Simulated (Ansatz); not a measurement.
# SnO (Pmn2_1) in Ansatz: further runs

The runs below take SnO through band structure, with HSE06, PBE0.

Everything below comes from runs of Ansatz 0.2.0. Logs are shortened: lines on timing, memory, paths and dates and some standing lists are left out, and cuts for length are marked.

## 1. The structure

The structure is orthorhombic, space group Pmn2_1 (No. 31). Conventional cell: a = 3.355 Å, b = 5.674 Å, c = 4.222 Å, α = 90.00°, β = 90.00°, γ = 90.00°. Sn (site symmetry m) is surrounded by 3 O at 2.15 to 2.16 Å. Around O (site symmetry m) lie 3 Sn at 2.15 to 2.16 Å.

The cell comes from a database or a generator and needn't be the stable form of this composition.

## 2. Band structure, HSE06

File input:

```
crystal:
  lattice:
    - [3.355005, 0.0, 0.0]
    - [0.0, 5.674104, 0.0]
    - [0.0, 0.0, 4.22197]
  atoms:
    - { symbol: Sn, position: [0.5, 0.768091, 0.013144] }
    - { symbol: Sn, position: [0.0, 0.231909, 0.513144] }
    - { symbol: O, position: [0.5, 0.10875, 0.236857] }
    - { symbol: O, position: [0.0, 0.89125, 0.736857] }
hamiltonian:
  xc: hse06
  pseudopotentials: { kind: paw }
kpoints:
  mp_grid: { grid: [6, 4, 4] }
  band_path:
    path:
      - [[0.0, 0.0, 0.0], [-0.5, 0.0, 0.0], [-0.5, 0.0, -0.5], [0.0, 0.0, -0.5], [0.0, 0.0, 0.0], [0.0, -0.5, 0.0], [-0.5, -0.5, 0.0], [-0.5, -0.5, -0.5], [0.0, -0.5, -0.5], [0.0, -0.5, 0.0]]
      - [[0.0, 0.0, -0.5], [0.0, -0.5, -0.5]]
      - [[-0.5, -0.5, 0.0], [-0.5, 0.0, 0.0]]
      - [[-0.5, 0.0, -0.5], [-0.5, -0.5, -0.5]]
    npoints: 4
scf:
  occupations: { method: fermi_dirac, width: 0.05 }
  n_extra_bands: 10
output:
  forces: true
  stress: true
  eigenvalues: true
  fatbands: false
```

Potentials or basis: Ansatz PAW.

What it wrote:

```text
Warning: output.stress: scf.convergence.dr2_threshold = 1e-7 eV (the SCF's general default) is looser than the 4e-10 eV advised for a printed stress (1e-10 eV for each atom of the cell: 4). What an SCF threshold leaves in a stress goes as its square root, and in the free energy as the threshold itself, and one threshold admits the most on a small cell: of the crystals measured, under no hybrid functional and no lock of the moments, on runs that ended without the residual-converged pass, on stresses that held no estimate of that error, the worst erred by over 100 MPa in a component at 1e-7 eV an atom and by under 5 at 1e-10. Set scf.convergence.dr2_threshold to 4e-10 eV or tighter. The threshold is an SCF's pass mark: one that does not reach it within its budget of iterations ends unconverged, or closes short of it on a stop that the run arms, and scf.convergence.dr2_threshold's page says what that costs each kind of run
Warning: output.stress: scf.exx.energy_threshold = 1e-6 eV is looser than the 4e-8 eV advised for a stress under a hybrid functional (1e-8 eV for each atom of the cell: 4). Every SCF of the exchange loop can meet its threshold on dr2 while the loop round them stops early: no threshold on dr2 bounds what that leaves in the stress. Set scf.exx.energy_threshold to 4e-8 eV or tighter. The threshold is the loop's pass mark: a loop that does not reach it within its budget of cycles ends unconverged, and scf.exx.energy_threshold's page has the law
scf.n_extra_bands = 10 over 20 filled bands (N_el = 40.0): the run solves 30 bands
GPUs: using 1 of 1 available (devices: 1).
Engine: ansatz 0.2.0, x86_64-unknown-linux-gnu
Pseudopotentials: kind: paw
Pseudopotential: Sn, paw, valence charge 14, recommended cutoff 420 eV (normal), Sn.paw.azcp
Pseudopotential: O, paw, valence charge 6, recommended cutoff 420 eV (normal), O.paw.azcp
Functional definition: HSE06
  parameter a = 0.25
  parameter omega = 0.11/bohr
  exchange = pbe_x - a*pbe_x_sr(omega) + a*exact_x_sr(omega)
  correlation = pbe_c
device memory: the entry about to start is reckoned to put 1.5 GiB on a device that reports 61.4 GiB free (of which the cap on the GPU budget leaves the run 18.0 GiB)
GPU FFT provider: cuFFT
GPU libraries: cuBLAS 13.8.2, cuFFT 12.4.0, cuSOLVER 12.3.4
Crystal: 4 atoms, lattice volume = 80.372 Å³
Basis set: ecut = 420 eV, 1551 PW (Γ), exchange–correlation on 48×80×60 points (8 copies of the dense FFT grid, shifted against one another)
Bands: 30, of which v1, the nominal top of the filled ones, is band 20 counted from 1 (19 counted from 0)
Symmetry: 4 space group operations
Space group: Pmn21 (ITA 31), of the structure as read, at distance tolerance 4.3e-5 Å
k-points: 36 of 96 (time reversal used)
Non-local potential: Sn, projectors of the file, l = 0: 2, l = 1: 2, l = 2: 2, l = 3: 2
Non-local potential: O, projectors of the file, l = 0: 2, l = 1: 2, l = 2: 1
PAW form: soft (Blöchl's): semilocal exchange-correlation on the pseudo side does not see the compensation charge
PAW frozen core: Sn, regenerated for the run's functional, and the local potential with it (the file was generated under x = pbe(κ = 0.804, μ = 0.2195149727645171), c = pbe(β = 0.06672455060314922))
PAW frozen core: O, regenerated for the run's functional, and the local potential with it (the file was generated under x = pbe(κ = 0.804, μ = 0.2195149727645171), c = pbe(β = 0.06672455060314922))
PAW one-centre angular grid: Sn, 590 points (default); XC on 64 Gauss nodes
PAW one-centre angular grid: O, 110 points (default); XC on 96 Gauss nodes
Initial density: superposition of atomic densities (neutral atoms: chi_scale 0, normalization atom), corrected by the library's trained network
Initial wavefunctions: pseudopotential atomic-orbital guess
GPU buffer pool allocated for 28800 grid points (all kernels)
GPU transforms: local potential and band sums: pruned to the plane-wave sphere, on 24×40×30
Functional: x = pbe(κ = 0.804, μ = 0.2195149727645171), c = pbe(β = 0.06672455060314922), warm-up for x = pbe(κ = 0.804, μ = 0.2195149727645171) + 0.25 (exact − pbe) at short range (hse, ω = 0.20786987370883472 Å⁻¹), c = pbe(β = 0.06672455060314922); HSE06 as pw.x's `hse` composes it (authors' and Libxc's form: `xc: wpbeh`)
SCF iter   1: F=—  HF=-13183.131533 eV  |F-HF|=—  |Δ(HF+E_count)|=         —  Δρ=2.28e-3  dr2=5.41e-3  ethr=1.77e-3  ⟨swp⟩=12.6  Hψ=5401  notcnv=0
preconditioner: auto → none  [insulator: Δε(μ)=1.649 eV  Ē_g=20.903 eV  σ=0.050 eV  W_gap=1.00  n_scr=20 (ndim 8)  ℏωp=26.2 eV  f_vac=0.008  D(μ)=0.00/eV (n_scr^D=0)]
iter 2 solved again at ethr=1.29e-6 eV; its pass at ethr=1.35e-5 eV (dr2=5.15e-4 eV) is discarded
SCF iter   2: F=—  HF=-13183.132632 eV  |F-HF|=—  |Δ(HF+E_count)|=   1.10e-3  Δρ=1.02e-3  dr2=5.17e-4  ethr=1.29e-6  ⟨swp⟩=2.3  Hψ=5320  notcnv=0
SCF iter   3: F=-13183.132814 eV  HF=-13183.132781 eV  |F-HF|=3.27e-5  |Δ(HF+E_count)|=   1.49e-4  Δρ=3.83e-4  dr2=1.02e-4  ethr=1.29e-6  ⟨swp⟩=3.0  Hψ=2151  notcnv=0
SCF 1 stopped early in 3 iterations: F = -13183.132814 eV  dr2 = 1.02e-4
[... 28 lines left out ...]
Frozen-core exchange: fock
SCF iter   1: F=—  HF=-13190.592725 eV  |F-HF|=—  |Δ(HF+E_count)|=         —  Δρ=8.74e-5  dr2=7.17e-6  ethr=1.02e-6  ⟨swp⟩=4.3  Hψ=2520  notcnv=0
preconditioner: auto → none  [insulator: Δε(μ)=2.359 eV  Ē_g=23.360 eV  σ=0.050 eV  W_gap=1.00  n_scr=20 (ndim 8)  ℏωp=26.2 eV  f_vac=0.011  D(μ)=0.00/eV (n_scr^D=0)]
SCF iter   2: F=—  HF=-13190.592724 eV  |F-HF|=—  |Δ(HF+E_count)|=   5.63e-7  Δρ=1.85e-5  dr2=2.62e-7  ethr=1.44e-8  ⟨swp⟩=3.7  Hψ=2207  notcnv=0
SCF iter   3: F=—  HF=-13190.592725 eV  |F-HF|=—  |Δ(HF+E_count)|=   9.85e-7  Δρ=1.11e-5  dr2=7.96e-8  ethr=2.74e-10  ⟨swp⟩=4.8  Hψ=4205  notcnv=0  defer=2
SCF iter   4: F=—  HF=-13190.592725 eV  |F-HF|=—  |Δ(HF+E_count)|=   2.04e-8  Δρ=2.91e-6  dr2=4.21e-9  ethr=1.72e-10  ⟨swp⟩=3.0  Hψ=2164  notcnv=0
SCF iter   5: F=-13190.592725 eV  HF=-13190.592725 eV  |F-HF|=1.82e-9  |Δ(HF+E_count)|=   1.45e-8  Δρ=1.74e-6  dr2=2.06e-9  ethr=5.50e-12  ⟨swp⟩=5.1  Hψ=2999  notcnv=0  defer=2
SCF 3 converged in 5 iterations: F = -13190.592725 eV  dr2 = 2.06e-9
  Residual-converged pass: ⟨swp⟩=2.9  Hψ=2008  notcnv=0  max |occ|·‖R‖ = 6.2e-7 eV (tolerance 6.3e-7 eV)  dr2=2.08e-9  dr2_onsite=2.63e-10  max |Δocc| = 2.5e-19
hybrid outer 2: dexx = +9.101e-7 eV, tail = 1.95e-8 eV, Δε = 4.41e-3 eV (about 1.11e-4 eV left of the loop's levels), ΔF = 2.19e-2 eV/Å (tail 2.31e-3)
GPU FFT provider: cuFFT
GPU libraries: cuBLAS 13.8.2, cuFFT 12.4.0, cuSOLVER 12.3.4
GPU buffer pool allocated for 28800 grid points (all kernels)
GPU transforms: local potential and band sums: pruned to the plane-wave sphere, on 24×40×30
Exchange kernel: α = 0.2500, screened, ω = 0.2079 Å⁻¹, Wigner–Seitz truncation, v(0) = 1043.6619 eV·Å³, q-mesh 6×4×4, nearest image of the exchange supercell L = 16.89 Å, pair-density grid 20×27×24, without the augmentation charges, whose exchange is taken in its separable form by FFT convolution over the k-point mesh (sized by the pseudopotential files, 24×40×30 at the most), smooth part of the exact exchange by density-matrix convolution in up to 3.79 GiB of GPU memory as planned if the GPU has room (build and FFT work areas not counted)
Frozen-core exchange: fock
SCF iter   1: F=—  HF=-13190.592725 eV  |F-HF|=—  |Δ(HF+E_count)|=         —  Δρ=3.09e-6  dr2=5.84e-9  ethr=2.43e-10  ⟨swp⟩=5.7  Hψ=2875  notcnv=0
preconditioner: auto → none  [insulator: Δε(μ)=2.360 eV  Ē_g=23.361 eV  σ=0.050 eV  W_gap=1.00  n_scr=20 (ndim 8)  ℏωp=26.2 eV  f_vac=0.011  D(μ)=0.00/eV (n_scr^D=0)]
SCF iter   2: F=-13190.592725 eV  HF=-13190.592725 eV  |F-HF|=2.31e-10  |Δ(HF+E_count)|=   1.38e-9  Δρ=8.75e-7  dr2=3.85e-10  ethr=1.34e-11  ⟨swp⟩=3.0  Hψ=2008  notcnv=0
SCF 4 converged in 2 iterations: F = -13190.592725 eV  dr2 = 3.85e-10
  Residual-converged pass: ⟨swp⟩=3.9  Hψ=2642  notcnv=0  max |occ|·‖R‖ = 4.6e-7 eV (tolerance 4.6e-7 eV)  dr2=3.39e-10  dr2_onsite=3.90e-11  max |Δocc| = 3.8e-21
hybrid outer 3: dexx = +4.007e-10 eV, tail = 8.76e-10 eV, Δε = 4.28e-5 eV (about 1.21e-5 eV left of the loop's levels), ΔF = 9.53e-5 eV/Å (tail 3.76e-4)
device memory: the entry about to start is reckoned to put 0.6 GiB on a device that reports 54.6 GiB free (of which the cap on the GPU budget leaves the run 18.0 GiB)
NSCF: frozen V_eff on 52 k-points, pencils in batches of 32, up to order 132
hybrid SCF converged: 3 outer / 15 inner (+3 warm-up), last move |dexx| = 4.01e-10 eV, tail = 8.76e-10 eV
Stability not checked: this state was not tested for a lower state beside it, because the functional holds exact exchange (a hybrid, or Hartree-Fock), whose exchange loop this test does not read (fock_operator; see scf.lower_state_search)
Free energy (F): -13190.592725 eV
Frozen-core exchange: fock
Harris-Foulkes:  -13190.592725 eV  (|F-HF|=2.31e-10)
Internal energy: -13190.592725 eV  (E = F + TS)
E sigma→0 (E₀):  -13190.592725 eV
Fermi energy:    7.972094 eV
--- Per-component energies (eV) ---
  E_band       = -330.940000
  E_kinetic    = 721.436338
  E_local      = -3019.448185  (includes V_loc(G=0)·N_el)
  E_nonlocal   = 27.586538
  E_hartree    = 1590.064452
  E_xc         = -718.360776
  E_vxc        = -301.988143  (∫ρ·V_xc dr)
  E_exx        = -111.060439  (= α·E_x^exact, valence–valence)
  E_paw        = -8679.647688  (= ΣΔE_a)
  E_vpaw       = -716.539886  (= ΣTr[D̂ρ^β])
  E_aug_tail   = 0.004778  (compensation charges beyond the density's cutoff)
  E_ewald      = -3001.632174
  E_core_change = 0.464426  (= ΣΔE_core)
  E_smearing   = -0.000000  (= −TS)
  E_closure    = 0.000004  (closes the sum)
  Σ components = -13190.592725   (vs F -13190.592725, Δ=-1.82e-12)
--- Forces (eV/Å), atoms counted from 1 ---
  atom   1  Sn    -0.00000000     0.71564468    -0.26376503
  atom   2  Sn    -0.00000000    -0.71564468    -0.26376503
  atom   3  O      0.00000000    -0.19211333     0.26377634
  atom   4  O      0.00000000     0.19211333     0.26377634
  max |Σ_I F_I| component: 2.26e-5 eV/Å
--- Stress (GPa, compression-positive) ---
       -4.320757       0.000000       0.000000
        0.000000      -2.990737       0.000000
        0.000000       0.000000      -2.620202
  P = ⅓ Tr σ = -3.3106 GPa (-33.106 kbar)
--- Band table (eV; the first three rows and the last of 36) ---
  k-point 0: bands = ["-16.4559", "-16.0721", "-15.9637", "-15.9587", "-15.9296", "-15.8823", "-15.8491", "-15.8472", "-15.8012", "-15.7988", "-14.0623", "-12.2560", "-1.4115", "0.5101", "2.0274", "2.3777", "2.5777", "3.6419", "4.1485", "6.7953", "10.3614", "10.8662", "13.7069", "13.8740", "16.0633", "16.1446", "16.6496", "17.2597", "17.6530", "19.1194"]
  k-point 1: bands = ["-16.4150", "-16.1434", "-15.9573", "-15.9533", "-15.9374", "-15.9086", "-15.8416", "-15.8386", "-15.8093", "-15.8049", "-13.7702", "-12.5051", "-1.3022", "0.1546", "2.0211", "2.5769", "2.8830", "3.4775", "4.5812", "5.8587", "10.2088", "11.0268", "12.5203", "13.8388", "16.0363", "16.0731", "17.5239", "18.6304", "19.7460", "19.7806"]
  k-point 2: bands = ["-16.2973", "-16.2973", "-15.9503", "-15.9503", "-15.9332", "-15.9332", "-15.8245", "-15.8245", "-15.8207", "-15.8207", "-13.1204", "-13.1204", "-0.7623", "-0.7623", "2.8458", "2.8458", "3.0443", "3.0443", "4.8189", "4.8189", "10.3671", "10.3671", "13.1047", "13.1047", "16.0158", "16.0158", "19.0552", "19.0552", "20.8851", "20.8851"]
  k-point 35: bands = ["-16.4281", "-16.4281", "-15.9606", "-15.9606", "-15.8781", "-15.8781", "-15.8659", "-15.8659", "-15.7772", "-15.7772", "-12.5085", "-12.5085", "-1.1574", "-1.1574", "2.0168", "2.0168", "2.7960", "2.7960", "6.2834", "6.2834", "9.9282", "9.9282", "11.9341", "11.9341", "14.0751", "14.0751", "18.6126", "18.6126", "18.9328", "18.9328"]
```

It took 80 s on 1 × NVIDIA H100 80GB HBM3 with 2 threads of AMD EPYC 7R13 (Zen 3), shared host; peak memory 2.7 GiB.

Results:

* Free energy: -13190.5927 eV
* Pressure: -3.3 GPa
* Largest force: 0.763 eV/Å
* Band gap on the k mesh: 2.36 eV, indirect (least direct gap 3.14 eV)
* Band gap along the path: 2.09 eV, indirect (least direct gap 2.75 eV)

Forces on the atoms (eV/Å):
```
Sn   0.000  0.716 -0.264
Sn   0.000 -0.716 -0.264
O    0.000 -0.192  0.264
O    0.000  0.192  0.264
```

Levels at the corners of the path, in eV from the valence-band top:
| point | band 16 | band 17 | band 18 | band 19 | band 20 | band 21 | band 22 | band 23 | band 24 | band 25 |
| --- | --- | --- | --- | --- | --- | --- | --- | --- | --- | --- |
| Γ | -4.42 | -4.22 | -3.16 | -2.65 | -0.01 | 3.56 | 4.07 | 6.91 | 7.07 | 9.26 |
| X | -5.04 | -3.29 | -3.29 | -1.32 | -1.32 | 3.37 | 3.37 | 6.61 | 6.61 | 7.83 |
| S | -4.66 | -3.73 | -3.73 | -1.17 | -1.17 | 2.79 | 2.79 | 5.62 | 5.62 | 8.14 |
| Y | -3.95 | -3.76 | -3.76 | -1.98 | -1.98 | 3.57 | 3.57 | 6.30 | 6.30 | 9.22 |
| Γ | -4.42 | -4.22 | -3.16 | -2.65 | -0.01 | 3.56 | 4.07 | 6.91 | 7.07 | 9.26 |
| Z | -4.39 | -4.37 | -3.18 | -2.04 | -1.71 | 4.28 | 4.85 | 5.77 | 6.22 | 8.05 |
| U | -4.91 | -3.34 | -3.34 | -0.94 | -0.94 | 2.62 | 2.62 | 7.42 | 7.42 | 8.30 |
| R | -4.78 | -4.00 | -4.00 | -0.52 | -0.52 | 3.13 | 3.13 | 5.13 | 5.13 | 7.27 |
| T | -3.75 | -3.51 | -3.51 | -1.68 | -1.68 | 2.66 | 2.66 | 7.15 | 7.15 | 9.08 |
| Z | -4.39 | -4.37 | -3.18 | -2.04 | -1.71 | 4.28 | 4.85 | 5.77 | 6.22 | 8.05 |
| Y | -3.95 | -3.76 | -3.76 | -1.98 | -1.98 | 3.57 | 3.57 | 6.30 | 6.30 | 9.22 |
| T | -3.75 | -3.51 | -3.51 | -1.68 | -1.68 | 2.66 | 2.66 | 7.15 | 7.15 | 9.08 |
| U | -4.91 | -3.34 | -3.34 | -0.94 | -0.94 | 2.62 | 2.62 | 7.42 | 7.42 | 8.30 |
| X | -5.04 | -3.29 | -3.29 | -1.32 | -1.32 | 3.37 | 3.37 | 6.61 | 6.61 | 7.83 |
| S | -4.66 | -3.73 | -3.73 | -1.17 | -1.17 | 2.79 | 2.79 | 5.62 | 5.62 | 8.14 |
| R | -4.78 | -4.00 | -4.00 | -0.52 | -0.52 | 3.13 | 3.13 | 5.13 | 5.13 | 7.27 |

Caveat: the k mesh misses the band edges, so the gap on the mesh is wider than the one along the path; the pressure holds a Pulay correction of +0.3 GPa for the finite cutoff; spin-orbit coupling is left out, which moves the levels of the heavy elements; the PAW data sets come from PBE, with cores solved anew for the run's functional, which leaves a small shift of forces and pressure; the thresholds are loose for stress.

## 3. Band structure, PBE0

input, as its differences from that of step 2:

```diff
@@ -11,3 +11,3 @@
 hamiltonian:
-  xc: hse06
+  xc: pbe0
   pseudopotentials: { kind: paw }
@@ -30 +30,5 @@
   fatbands: false
+  write_density: true
+  write_potential: true
+  elf: true
+  volumetric_format: npy
```

Potentials or basis: Ansatz PAW.

Run time: 93 s. Hardware: 1 × NVIDIA H100 80GB HBM3 with 2 threads of AMD EPYC 7R13 (Zen 3), shared host; peak memory 2.7 GiB.

The run converged. Its results:

```
Free energy             : -13189.2857 eV
Pressure                : -3.4 GPa
Largest force           : 0.774 eV/Å
Band gap on the k mesh  : 3.03 eV, indirect (least direct gap 3.81 eV)
Band gap along the path : 2.74 eV, indirect (least direct gap 3.39 eV)
```

Forces on the atoms (eV/Å):
```
Sn   0.000  0.727 -0.265
Sn   0.000 -0.727 -0.265
O    0.000 -0.192  0.265
O    0.000  0.192  0.265
```

Stress tensor (GPa, compression positive):
```
-4.35  0.00  0.00
 0.00 -3.05  0.00
 0.00  0.00 -2.76
```

Levels at the corners of the path, in eV from the valence-band top:
```csv
point,band 18,band 19,band 20,band 21,band 22,band 23
Γ,-3.20,-2.70,0.00,4.26,4.76,7.62
X,-3.34,-1.35,-1.35,4.07,4.07,7.33
S,-3.79,-1.19,-1.19,3.47,3.47,6.34
Y,-3.80,-2.02,-2.02,4.26,4.26,7.03
Γ,-3.20,-2.70,0.00,4.26,4.76,7.62
Z,-3.22,-2.09,-1.76,4.98,5.56,6.48
U,-3.39,-0.96,-0.96,3.29,3.29,8.16
R,-4.06,-0.52,-0.52,3.82,3.82,5.84
T,-3.56,-1.71,-1.71,3.34,3.34,7.87
Z,-3.22,-2.09,-1.76,4.98,5.56,6.48
Y,-3.80,-2.02,-2.02,4.26,4.26,7.03
T,-3.56,-1.71,-1.71,3.34,3.34,7.87
U,-3.39,-0.96,-0.96,3.29,3.29,8.16
X,-3.34,-1.35,-1.35,4.07,4.07,7.33
S,-3.79,-1.19,-1.19,3.47,3.47,6.34
R,-4.06,-0.52,-0.52,3.82,3.82,5.84
```

Caveat: the k mesh misses the band edges, so the gap on the mesh is wider than the one along the path; the pressure holds a Pulay correction of +0.3 GPa for the finite cutoff; spin-orbit coupling is left out, which moves the levels of the heavy elements; the PAW data sets come from PBE, with cores solved anew for the run's functional, which leaves a small shift of forces and pressure; the thresholds are loose for stress.
